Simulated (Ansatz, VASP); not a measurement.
**Two plane-wave programs on Si**

```xyz
2
Lattice="0.0000 2.7169 2.7169 2.7169 0.0000 2.7169 2.7169 2.7169 0.0000" Properties=species:S:1:pos:R:3 pbc="T T T"
Si    4.0754    4.0754    4.0754
Si    2.7169    2.7169    2.7169
```

Alike in both runs: functional PBEsol; k mesh 12 × 12 × 12; occupations gaussian, width 0.02 eV; no spin polarisation.

Ansatz relaxed the structure, and its values are those at the end. VASP's run is a single point on that final structure, the one shown.

|  | VASP | Ansatz |
| --- | --- | --- |
| version | VASP 6.6.1 | Ansatz 0.2.0 |
| potentials or method | VASP PAW PBE potentials, release 64 (Si) | scalar-relativistic, plane waves, PAW |
| plane-wave cutoff (eV) | 520 | 420 |
| valence electrons in the cell | 8 | 8 |

|  | VASP | Ansatz | Ansatz less VASP |
| --- | --- | --- | --- |
| gap on the k mesh at the Fermi level (eV) | 0.46 | 0.46 | +0.005 |
| least direct gap on the mesh (eV) | 2.52 | 2.52 | +0.003 |
| pressure (GPa) | 0.1 | 0.0 | -0.11 |

Caveats: the PAW data sets were made with another functional, which shifts forces and pressure a little (VASP).
